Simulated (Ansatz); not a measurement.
# Nickel, dhcp under r²SCAN: ground state and equation of state

Aim: take nickel in the dhcp structure, relax it, solve it on a dense k-mesh, then scale the cell to 7 volumes from 88 to 112 % of the relaxed one and try a fit of the equation of state. Spin polarisation is left out, though the real metal is magnetic, so this state lies above the ground state. The k-meshes are 14×14×4 for the relaxation; 19×19×5 for the dense run; 17×17×5 for the volumes.

Method: DFT r2SCAN, plane waves (500 eV) with PAW, scalar-relativistic; PBE-made PAW files, in Ansatz 0.2.0.

## Step 1: The structure to begin with

Symmetry: P6_3/mmc, No. 194, hexagonal system. Conventional cell: a = 2.492 Å, b = 2.492 Å, c = 8.138 Å, α = 90.00°, β = 90.00°, γ = 120.00°. Ni (site symmetry -3m) has 12 Ni at 2.49 Å as nearest neighbours. Ni (site symmetry -6m2) is surrounded by 12 Ni at 2.49 Å.

As a file:

```
CELL_PARAMETERS angstrom
2.49176 0.00000 0.00000
-1.24588 2.15792 0.00000
0.00000 0.00000 8.13807
ATOMIC_POSITIONS crystal
Ni 0.00000 0.00000 0.00000
Ni 0.00000 0.00000 0.50000
Ni 0.33333 0.66667 0.25000
Ni 0.66667 0.33333 0.75000
```

## Step 2: Relaxing cell and atoms

input.yaml reads:

```yaml
crystal:
  lattice:
    - [2.491755966, 0.0, 0.0]
    - [-1.245877983, 2.1579239666, 0.0]
    - [0.0, 0.0, 8.138074985]
  atoms:
    - { symbol: Ni, position: [0.0, 0.0, 0.0] }
    - { symbol: Ni, position: [0.0, 0.0, 0.5] }
    - { symbol: Ni, position: [0.3333333333, 0.6666666667, 0.25] }
    - { symbol: Ni, position: [0.6666666667, 0.3333333333, 0.75] }
hamiltonian:
  xc: r2scan
  pseudopotentials:
    kind: paw
    azcp:
      Ni: "pseudopotentials/Ni.paw.azcp"
basis:
  ecutwfc: 500
  fft_grid_basis: typed
kpoints:
  mp_grid: { grid: [14, 14, 4], shift: [0, 0, 0] }
magnetization:
  spin_polarized: false
scf:
  occupations: { method: fermi_dirac, width: 0.1 }
relax:
  max_steps: 60
  f_tol: 0.01
  cell: {}
output:
  write_density: true
  write_potential: true
  elf: true
  volumetric_format: npy
```

Started as:

```console
ansatz run input.yaml --threads 1 --pin off --max-ram 3584MiB --backend cpu --events-out ev --progress --plain --runs-dir out
```

Output:

```text
Engine: ansatz 0.2.0, x86_64-unknown-linux-gnu
Pseudopotentials: kind: paw
Pseudopotential: Ni, paw, valence charge 18, recommended cutoff 500 eV (meta_gga), <dir>
Functional definition: r2SCAN
  parameter k0 = 0.174
  parameter k1 = 0.065
  parameter a1 = 4.9479
  exchange = r2scan_x(k0 = k0, k1 = k1, a1 = a1)
  correlation = r2scan_c
Crystal: 4 atoms, lattice volume = 43.759 Å³
Basis set: ecut = 500 eV, 1103 PW (Γ), exchange–correlation on 80×80×240 points (64 copies of the dense FFT grid, shifted against one another)
Bands: 44, of which v1, the nominal top of the filled ones, is band 36 counted from 1 (35 counted from 0)
Symmetry: 24 space group operations
Space group: P63/mmc (ITA 194), of the structure as read, at distance tolerance 3.5e-5 Å
k-points: 72 of 784
Non-local potential: Ni, projectors of the file, l = 0: 3, l = 1: 2, l = 2: 3, l = 3: 1
PAW form: soft (Blöchl's): semilocal exchange-correlation on the pseudo side does not see the compensation charge
PAW frozen core: Ni, regenerated for the run's functional (the file was generated under x = pbe(κ = 0.804, μ = 0.2195149727645171), c = pbe(β = 0.06672455060314922))
PAW one-centre angular grid: Ni, 590 points (default); XC on 160 Gauss nodes
Initial density: superposition of atomic densities (neutral atoms: chi_scale 0, normalization atom), corrected by the library's trained network
Initial wavefunctions: pseudopotential atomic-orbital guess
Functional: x = r2scan, c = r2scan; τ floored in thin density (d = 2e-4 eV/Å³)
SCF iter   1: F=—  HF=-23380.540610 eV  |F-HF|=—  |Δ(HF+E_count)|=         —  Δρ=2.02e-2  dr2=9.84e-2  dr2_τ=1.17e-1  ethr=1.77e-3  ⟨swp⟩=5.4  Hψ=10722  notcnv=0  defer=32
preconditioner: auto → Kerker (q_TF=auto, 2.964 Å⁻¹)  [metal: Δε(μ)=0.005 eV  Ē_g=8.906 eV  σ=0.100 eV  W_gap=0.01  n_scr=12 (ndim 8)  ℏωp=35.5 eV  f_vac=0.000  D(μ)=11.37/eV (n_scr^D=250)]
SCF iter   2: F=—  HF=-23380.740762 eV  |F-HF|=—  |Δ(HF+E_count)|=   2.00e-1  Δρ=1.04e-2  dr2=3.41e-2  dr2_τ=1.87e-3  ethr=1.37e-4  ⟨swp⟩=2.0  Hψ=6801  notcnv=0  defer=80
SCF iter   3: F=—  HF=-23380.765429 eV  |F-HF|=—  |Δ(HF+E_count)|=   2.47e-2  Δρ=4.79e-2  dr2=8.79e-1  dr2_τ=3.60e-3  ethr=4.73e-5  ⟨swp⟩=2.1  Hψ=4972  notcnv=0  defer=80  recentre
SCF iter   4: F=—  HF=-23380.738086 eV  |F-HF|=—  |Δ(HF+E_count)|=   2.73e-2  Δρ=1.26e-2  dr2=5.90e-2  dr2_τ=2.55e-4  ethr=4.73e-5  ⟨swp⟩=2.2  Hψ=4910  notcnv=0  defer=80
SCF iter   5: F=—  HF=-23380.736218 eV  |F-HF|=—  |Δ(HF+E_count)|=   1.87e-3  Δρ=1.70e-3  dr2=3.04e-4  dr2_τ=1.44e-5  ethr=4.73e-5  ⟨swp⟩=1.0  Hψ=3315  notcnv=0  defer=80
SCF iter   6: F=—  HF=-23380.737208 eV  |F-HF|=—  |Δ(HF+E_count)|=   9.90e-4  Δρ=2.28e-3  dr2=1.47e-3  dr2_τ=6.59e-6  ethr=4.22e-7  ⟨swp⟩=3.0  Hψ=6600  notcnv=0  defer=80
SCF iter   7: F=—  HF=-23380.737053 eV  |F-HF|=—  |Δ(HF+E_count)|=   1.55e-4  Δρ=3.92e-4  dr2=3.62e-5  dr2_τ=3.11e-7  ethr=4.22e-7  ⟨swp⟩=2.1  Hψ=5704  notcnv=0  defer=80
SCF iter   8: F=—  HF=-23380.737044 eV  |F-HF|=—  |Δ(HF+E_count)|=   9.43e-6  Δρ=3.19e-4  dr2=3.75e-5  dr2_τ=1.56e-7  ethr=5.03e-8  ⟨swp⟩=2.2  Hψ=4508  notcnv=0  defer=80
SCF iter   9: F=—  HF=-23380.737043 eV  |F-HF|=—  |Δ(HF+E_count)|=   1.04e-6  Δρ=3.49e-5  dr2=3.05e-7  dr2_τ=1.86e-9  ethr=5.03e-8  ⟨swp⟩=1.0  Hψ=3088  notcnv=0  defer=80
SCF iter  10: F=—  HF=-23380.737043 eV  |F-HF|=—  |Δ(HF+E_count)|=   1.01e-7  Δρ=8.43e-5  dr2=2.81e-6  dr2_τ=1.02e-8  ethr=1.39e-10  ⟨swp⟩=10.1  Hψ=26800  notcnv=0
SCF iter  11: F=—  HF=-23380.737043 eV  |F-HF|=—  |Δ(HF+E_count)|=   6.09e-8  Δρ=2.37e-5  dr2=2.11e-7  dr2_τ=1.03e-9  ethr=4.23e-10  ⟨swp⟩=2.2  Hψ=4274  notcnv=0  defer=80
SCF iter  12: F=-23380.737043 eV  HF=-23380.737043 eV  |F-HF|=6.13e-8  |Δ(HF+E_count)|=   2.78e-9  Δρ=1.32e-5  dr2=6.62e-8  dr2_τ=2.66e-10  ethr=1.39e-10  ⟨swp⟩=8.2  Hψ=21641  notcnv=0
SCF 1 converged in 12 iterations: F = -23380.737043 eV  dr2 = 6.62e-8
relax step   1: F+E_penalty+E_count = -23380.73704282 eV  Δ(F+E_penalty+E_count) = +0.000e0 eV  max|allowed force component| = 2.776e-17 eV/Å  Δτ_max = 0.0000 Å  P = -9.676 GPa  Ω = 43.759 Å³  (12 SCF iters, dr2 threshold 1.00e-7 eV, accepted)
Crystal: 4 atoms, lattice volume = 42.672 Å³
Basis set: ecut = 500 eV, 1091 PW (Γ), exchange–correlation on 80×80×240 points (64 copies of the dense FFT grid, shifted against one another)
Initial density: handed on by an earlier stage of this run
Initial wavefunctions: those handed on with the density
iter 1 solved again at ethr=2.44e-5 eV; its pass at ethr=3.10e-3 eV (dr2=1.75e-2 eV) is discarded
SCF iter   1: F=—  HF=-23380.748842 eV  |F-HF|=—  |Δ(HF+E_count)|=         —  Δρ=8.53e-3  dr2=1.78e-2  dr2_τ=2.33e-2  ethr=2.44e-5  ⟨swp⟩=1.8  Hψ=15063  notcnv=0
preconditioner: auto → Kerker (q_TF=auto, 2.977 Å⁻¹)  [metal: Δε(μ)=0.006 eV  Ē_g=8.994 eV  σ=0.100 eV  W_gap=0.01  n_scr=12 (ndim 8)  ℏωp=36.0 eV  f_vac=0.000  D(μ)=11.10/eV (n_scr^D=226)]
SCF iter   2: F=—  HF=-23380.790557 eV  |F-HF|=—  |Δ(HF+E_count)|=   4.17e-2  Δρ=7.43e-3  dr2=1.16e-2  dr2_τ=1.88e-4  ethr=2.44e-5  ⟨swp⟩=2.2  Hψ=5984  notcnv=0
SCF iter   3: F=—  HF=-23380.788196 eV  |F-HF|=—  |Δ(HF+E_count)|=   2.36e-3  Δρ=2.56e-3  dr2=2.02e-3  dr2_τ=9.64e-6  ethr=1.61e-5  ⟨swp⟩=2.1  Hψ=4798  notcnv=0
SCF iter   4: F=—  HF=-23380.788201 eV  |F-HF|=—  |Δ(HF+E_count)|=   5.35e-6  Δρ=2.80e-3  dr2=2.72e-3  dr2_τ=1.22e-5  ethr=2.81e-6  ⟨swp⟩=1.2  Hψ=3177  notcnv=0
SCF iter   5: F=—  HF=-23380.788138 eV  |F-HF|=—  |Δ(HF+E_count)|=   6.31e-5  Δρ=1.24e-3  dr2=5.09e-4  dr2_τ=2.85e-6  ethr=2.81e-6  ⟨swp⟩=1.0  Hψ=3154  notcnv=0
SCF iter   6: F=—  HF=-23380.788161 eV  |F-HF|=—  |Δ(HF+E_count)|=   2.30e-5  Δρ=5.19e-4  dr2=6.61e-5  dr2_τ=3.50e-7  ethr=7.07e-7  ⟨swp⟩=1.1  Hψ=3167  notcnv=0
SCF iter   7: F=—  HF=-23380.788154 eV  |F-HF|=—  |Δ(HF+E_count)|=   7.16e-6  Δρ=2.10e-4  dr2=1.19e-5  dr2_τ=5.65e-8  ethr=9.17e-8  ⟨swp⟩=2.2  Hψ=5033  notcnv=0
SCF iter   8: F=—  HF=-23380.788153 eV  |F-HF|=—  |Δ(HF+E_count)|=   7.50e-7  Δρ=1.32e-4  dr2=5.79e-6  dr2_τ=1.88e-8  ethr=1.65e-8  ⟨swp⟩=1.3  Hψ=3199  notcnv=0
SCF iter   9: F=-23380.788153 eV  HF=-23380.788153 eV  |F-HF|=9.41e-8  |Δ(HF+E_count)|=   3.79e-7  Δρ=1.93e-5  dr2=8.68e-8  dr2_τ=4.90e-10  ethr=5.56e-10  ⟨swp⟩=9.0  Hψ=27040  notcnv=0
SCF 2 converged in 9 iterations: F = -23380.788153 eV  dr2 = 8.68e-8
relax step   2: F+E_penalty+E_count = -23380.78815285 eV  Δ(F+E_penalty+E_count) = -5.111e-2 eV  max|allowed force component| = 1.850e-17 eV/Å  Δτ_max = 0.0000 Å  P = -4.844 GPa  Ω = 42.672 Å³  energy of the carried Pulay correction = +1.240e-3 eV  (9 SCF iters, dr2 threshold 4.00e-7 eV, accepted)
Crystal: 4 atoms, lattice volume = 41.634 Å³
iter 1 solved again at ethr=2.27e-5 eV; its pass at ethr=3.10e-3 eV (dr2=1.63e-2 eV) is discarded
SCF iter   1: F=—  HF=-23380.766158 eV  |F-HF|=—  |Δ(HF+E_count)|=         —  Δρ=8.35e-3  dr2=1.65e-2  dr2_τ=2.29e-2  ethr=2.27e-5  ⟨swp⟩=2.0  Hψ=14828  notcnv=0
preconditioner: auto → Kerker (q_TF=auto, 2.989 Å⁻¹)  [metal: Δε(μ)=0.000 eV  Ē_g=9.174 eV  σ=0.100 eV  W_gap=0.00  n_scr=12 (ndim 8)  ℏωp=36.4 eV  f_vac=0.000  D(μ)=10.90/eV (n_scr^D=226)]
SCF iter   2: F=—  HF=-23380.806120 eV  |F-HF|=—  |Δ(HF+E_count)|=   4.00e-2  Δρ=7.08e-3  dr2=1.01e-2  dr2_τ=1.81e-4  ethr=2.27e-5  ⟨swp⟩=2.3  Hψ=5915  notcnv=0
SCF iter   3: F=—  HF=-23380.803982 eV  |F-HF|=—  |Δ(HF+E_count)|=   2.14e-3  Δρ=2.26e-3  dr2=1.45e-3  dr2_τ=7.51e-6  ethr=1.40e-5  ⟨swp⟩=2.1  Hψ=4771  notcnv=0
SCF iter   4: F=—  HF=-23380.804035 eV  |F-HF|=—  |Δ(HF+E_count)|=   5.33e-5  Δρ=3.21e-3  dr2=3.56e-3  dr2_τ=1.52e-5  ethr=2.01e-6  ⟨swp⟩=2.2  Hψ=4987  notcnv=0
SCF iter   5: F=—  HF=-23380.803955 eV  |F-HF|=—  |Δ(HF+E_count)|=   8.00e-5  Δρ=1.38e-3  dr2=6.35e-4  dr2_τ=3.50e-6  ethr=2.01e-6  ⟨swp⟩=1.0  Hψ=3156  notcnv=0
SCF iter   6: F=—  HF=-23380.803977 eV  |F-HF|=—  |Δ(HF+E_count)|=   2.21e-5  Δρ=5.12e-4  dr2=6.49e-5  dr2_τ=3.35e-7  ethr=8.81e-7  ⟨swp⟩=1.0  Hψ=3158  notcnv=0
SCF iter   7: F=—  HF=-23380.803968 eV  |F-HF|=—  |Δ(HF+E_count)|=   9.47e-6  Δρ=1.67e-4  dr2=6.77e-6  dr2_τ=3.61e-8  ethr=9.01e-8  ⟨swp⟩=2.5  Hψ=5083  notcnv=0
SCF iter   8: F=—  HF=-23380.803967 eV  |F-HF|=—  |Δ(HF+E_count)|=   5.54e-7  Δρ=1.21e-4  dr2=4.98e-6  dr2_τ=1.51e-8  ethr=9.40e-9  ⟨swp⟩=1.6  Hψ=3803  notcnv=0
SCF iter   9: F=-23380.803967 eV  HF=-23380.803967 eV  |F-HF|=2.34e-8  |Δ(HF+E_count)|=   2.90e-7  Δρ=1.35e-5  dr2=3.58e-8  dr2_τ=1.92e-10  ethr=5.56e-10  ⟨swp⟩=9.0  Hψ=26633  notcnv=0
SCF 3 converged in 9 iterations: F = -23380.803967 eV  dr2 = 3.58e-8
relax step   3: F+E_penalty+E_count = -23380.80396695 eV  Δ(F+E_penalty+E_count) = -1.581e-2 eV  max|allowed force component| = 1.850e-17 eV/Å  Δτ_max = 0.0000 Å  P = +0.518 GPa  Ω = 41.634 Å³  energy of the carried Pulay correction = +2.454e-3 eV  (9 SCF iters, dr2 threshold 4.00e-7 eV, accepted)
[... 11 lines left out ...]
relax step   4: F+E_penalty+E_count = -23380.80400660 eV  Δ(F+E_penalty+E_count) = -3.964e-5 eV  max|allowed force component| = 3.701e-17 eV/Å  Δτ_max = 0.0000 Å  P = -0.006 GPa  Ω = 41.729 Å³  energy of the carried Pulay correction = +2.342e-3 eV  (7 SCF iters, dr2 threshold 4.00e-7 eV, accepted)
[... 16 lines left out ...]
relax step   5: F+E_penalty+E_count = -23380.80206550 eV  Δ(F+E_penalty+E_count) = +1.941e-3 eV  max|allowed force component| = 2.660e-17 eV/Å  Δτ_max = 0.0000 Å  P = -0.064 GPa  Ω = 41.729 Å³  stress off target by 8.99e-2 GPa  SCF on the basis re-selected at this cell (its energy is not comparable with the rows above)  (11 SCF iters)
[... 11 lines left out ...]
relax step   6: F+E_penalty+E_count = -23380.80208169 eV  Δ(F+E_penalty+E_count) = -1.619e-5 eV  max|allowed force component| = 1.850e-17 eV/Å  Δτ_max = 0.0000 Å  P = +0.000 GPa  Ω = 41.717 Å³  energy of the carried Pulay correction = +1.336e-5 eV  (6 SCF iters, dr2 threshold 2.02e-8 eV, accepted)
iter 1 solved again at ethr=2.08e-8 eV; its pass at ethr=3.10e-3 eV (dr2=1.50e-5 eV) is discarded
SCF iter   1: F=—  HF=-23380.802063 eV  |F-HF|=—  |Δ(HF+E_count)|=         —  Δρ=6.56e-6  dr2=1.30e-8  dr2_τ=3.49e-10  ethr=2.08e-8  ⟨swp⟩=4.8  Hψ=22834  notcnv=0
SCF iter   2: F=—  HF=-23380.802064 eV  |F-HF|=—  |Δ(HF+E_count)|=   1.53e-6  Δρ=2.72e-5  dr2=2.66e-7  dr2_τ=1.11e-9  ethr=1.80e-11  ⟨swp⟩=3.3  Hψ=8434  notcnv=0
SCF iter   3: F=—  HF=-23380.802064 eV  |F-HF|=—  |Δ(HF+E_count)|=   8.27e-9  Δρ=7.11e-6  dr2=1.70e-8  dr2_τ=1.09e-10  ethr=1.80e-11  ⟨swp⟩=2.0  Hψ=4564  notcnv=0
SCF iter   4: F=—  HF=-23380.802064 eV  |F-HF|=—  |Δ(HF+E_count)|=  6.98e-10  Δρ=1.07e-6  dr2=1.87e-10  dr2_τ=2.51e-11  ethr=1.80e-11  ⟨swp⟩=1.0  Hψ=3168  notcnv=0
SCF iter   5: F=-23380.802064 eV  HF=-23380.802064 eV  |F-HF|=1.46e-11  |Δ(HF+E_count)|=  8.73e-11  Δρ=3.40e-7  dr2=2.81e-11  dr2_τ=4.33e-12  ethr=1.00e-12  ⟨swp⟩=7.3  Hψ=21199  notcnv=0
SCF 7 converged in 5 iterations: F = -23380.802064 eV  dr2 = 2.81e-11
relax step   7: F+E_penalty+E_count = -23380.80206447 eV  Δ(F+E_penalty+E_count) = +1.722e-5 eV  max|allowed force component| = 9.252e-18 eV/Å  Δτ_max = 0.0000 Å  P = -0.000 GPa  Ω = 41.717 Å³  stress off target by 2.40e-3 GPa  SCF on the basis re-selected at this cell (its energy is not comparable with the rows above)  (5 SCF iters)
basis re-selected at this cell: Δ(F+E_penalty+E_count) = +1.722e-5 eV, ΔP = -0.001 GPa vs the last step (what re-selecting the basis moved, of the pressure what is left beyond the Pulay correction that the steps carried, after the strain that the cell walked since its last selection, with what the two solves' SCF thresholds leave and, on support functions, any second-order correction that the steps lacked; it is no measure of the basis error at this ecutwfc). This SCF's stress stands 2.40e-3 GPa from its target on what of the cell is left free (relax.cell.stress_tol is 5.00e-2 GPa) and its largest allowed force component is 9.25e-18 eV/Å (relax.f_tol is 1.00e-2 eV/Å): within both
SCF converged after 5 iterations
Free energy (F): -23380.802064 eV
Harris-Foulkes:  -23380.802064 eV  (|F-HF|=1.46e-11)
Internal energy: -23380.464263 eV  (E = F + TS)
E sigma→0 (E₀):  -23380.633164 eV
Entropy (-TS):   -0.337802 eV (-84.450 meV/atom)
Fermi energy:    18.752549 eV
--- Per-component energies (eV) ---
  E_band       = -1171.701115
  E_kinetic    = 1131.971311
  E_local      = -13503.977400  (includes V_loc(G=0)·N_el)
  E_nonlocal   = 2563.868878
  E_hartree    = 5658.164257
  E_xc         = -315.838324
  E_vxc        = -468.792062  (∫ρ·V_xc dr)
  E_paw        = -6578.459349  (= ΣΔE_a)
  E_vpaw       = -2245.798636  (= ΣTr[D̂ρ^β])
  E_aug_tail   = 0.000972  (compensation charges beyond the density's cutoff)
  E_vtau       = 34.697397  (kinetic-family band-sum trace: ∫τ·v_τ [+ j·A + Jᵃ·Aᵃ] dr)
  E_ewald      = -12334.994333
  E_core_change = -1.200274  (= ΣΔE_core)
  E_smearing   = -0.337802  (= −TS)
  E_closure    = -0.000000  (closes the sum)
  Σ components = -23380.802064   (vs F -23380.802064, Δ=0.00e0)
--- Forces (eV/Å), atoms counted from 1 ---
  atom   1  Ni    -0.00000000     0.00000000     0.00000000
  atom   2  Ni    -0.00000000     0.00000000    -0.00000000
  atom   3  Ni     0.00000000    -0.00000000     0.00000000
  atom   4  Ni     0.00000000     0.00000000     0.00000000
  max |Σ_I F_I| component: 1.68e-29 eV/Å
--- Stress (GPa, compression-positive) ---
        0.000697       0.000000       0.000000
       -0.000000       0.000697       0.000000
        0.000000       0.000000      -0.002400
  P = ⅓ Tr σ = -0.0003 GPa (-0.003 kbar)
--- Band table (eV; the first three rows and the last of 72) ---
  k-point 0: bands = ["-88.0004", "-87.9864", "-87.9694", "-87.9554", "-47.0212", "-46.9057", "-46.8715", "-46.8038", "-46.8038", "-46.7884", "-46.7884", "-46.7814", "-46.7814", "-46.7660", "-46.7660", "-46.7545", "9.1468", "11.5425", "11.5428", "13.8793", "16.2748", "16.3048", "16.6447", "16.6447", "16.6887", "16.6887", "16.7038", "16.9185", "16.9185", "16.9911", "16.9911", "17.6438", "17.6438", "17.9816", "17.9816", "18.2438", "18.2438", "18.3514", "18.6422", "18.6422", "25.3019", "34.2494", "34.2571", "42.2699"]
  k-point 1: bands = ["-87.9989", "-87.9895", "-87.9663", "-87.9569", "-47.0113", "-46.9419", "-46.8350", "-46.8024", "-46.8024", "-46.7928", "-46.7928", "-46.7770", "-46.7770", "-46.7674", "-46.7674", "-46.7645", "9.3103", "10.5592", "12.5839", "13.7823", "16.3767", "16.4021", "16.6592", "16.6713", "16.6713", "16.7157", "16.7157", "16.8792", "16.8792", "16.9453", "16.9453", "17.6978", "17.6978", "17.8197", "17.9249", "17.9249", "18.3244", "18.3244", "18.5958", "18.5958", "26.2260", "31.1684", "37.5155", "42.3655"]
  k-point 2: bands = ["-87.9949", "-87.9949", "-87.9609", "-87.9609", "-46.9833", "-46.9833", "-46.7985", "-46.7985", "-46.7985", "-46.7985", "-46.7931", "-46.7931", "-46.7713", "-46.7713", "-46.7713", "-46.7713", "9.7915", "9.7915", "13.3931", "13.3931", "16.5398", "16.5398", "16.7299", "16.7299", "16.7299", "16.7299", "16.8612", "16.8612", "16.8612", "16.8612", "16.9123", "16.9123", "17.8129", "17.8129", "17.8129", "17.8129", "18.4732", "18.4732", "18.4732", "18.4732", "28.4008", "28.4008", "40.7698", "40.7698"]
  k-point 71: bands = ["-87.9543", "-87.9543", "-87.9372", "-87.9372", "-46.9772", "-46.9772", "-46.9600", "-46.9600", "-46.9262", "-46.9262", "-46.9097", "-46.9097", "-46.8407", "-46.8407", "-46.8150", "-46.8150", "15.0506", "15.0506", "15.1703", "15.1703", "15.3863", "15.3863", "15.5256", "15.5256", "16.3118", "16.3118", "16.3870", "16.3870", "17.3805", "17.3805", "17.8742", "17.8742", "18.5230", "18.5230", "18.6852", "18.6852", "23.4470", "23.4470", "24.3517", "24.3517", "26.1963", "26.1963", "28.1426", "28.1426"]
--- Relaxed structure (5 steps of the walk, 5 accepted, 2 SCFs on fresh bases) ---
  F+E_penalty+E_count = -23380.80206447 eV   max|allowed force component| = 9.252e-18 eV/Å   (the final SCF, on the basis selected at the relaxed cell)
  cell:  # Å, volume = 41.7171 Å³
    - [2.4489071635832507, -8.227760513206455e-35, 0.0]
    - [-1.2244535817916253, 2.1208158151727887, 0.0]
    - [0.0, 0.0, 8.032288707466508]
  atoms:
    - { symbol: Ni, position: [-4.803134246264244e-35, 1.8114218148772854e-35, 4.9303478503236494e-37] }
    - { symbol: Ni, position: [-4.8102930713159435e-35, 1.817232309872882e-35, 0.49999999999999994] }
    - { symbol: Ni, position: [0.3333333333333333, 0.6666666666666667, 0.24999999999999997] }
    - { symbol: Ni, position: [0.6666666666666667, 0.3333333333333333, 0.7499999999999999] }
```

Wall time 3.1 min (1 thread of Intel Xeon Platinum 8259CL at 2.50GHz (Skylake/Cascade Lake), shared host); peak memory 0.71 GiB.

Step by step:

```csv
step,energy change (meV/atom),largest force (eV/Å),pressure (GPa),volume (Å³/atom)
1,0.00,0.0000,-9.68,10.940
2,-12.78,0.0000,-4.84,10.668
3,-16.73,0.0000,0.52,10.409
4,-16.74,0.0000,-0.01,10.432
5,-16.26,0.0000,-0.06,10.432
6,-16.26,0.0000,0.00,10.429
7,-16.26,0.0000,0.00,10.429
```

Steps that repeat a cell are solved on a basis chosen anew, so their changes of energy are no gain of the relaxation.

The cell of the run, before and after:

|  | before | after | change |
| --- | --- | --- | --- |
| a (Å) | 2.492 | 2.449 | -1.7 % |
| b (Å) | 2.492 | 2.449 | -1.7 % |
| c (Å) | 8.138 | 8.032 | -1.3 % |
| volume (Å³/atom) | 10.940 | 10.429 | -4.7 % |
| shortest distance (Å) | 2.492 | 2.449 | -1.7 % |
| space group (spins left aside) | P6_3/mmc | P6_3/mmc | same |

[end of part 1 of 2]
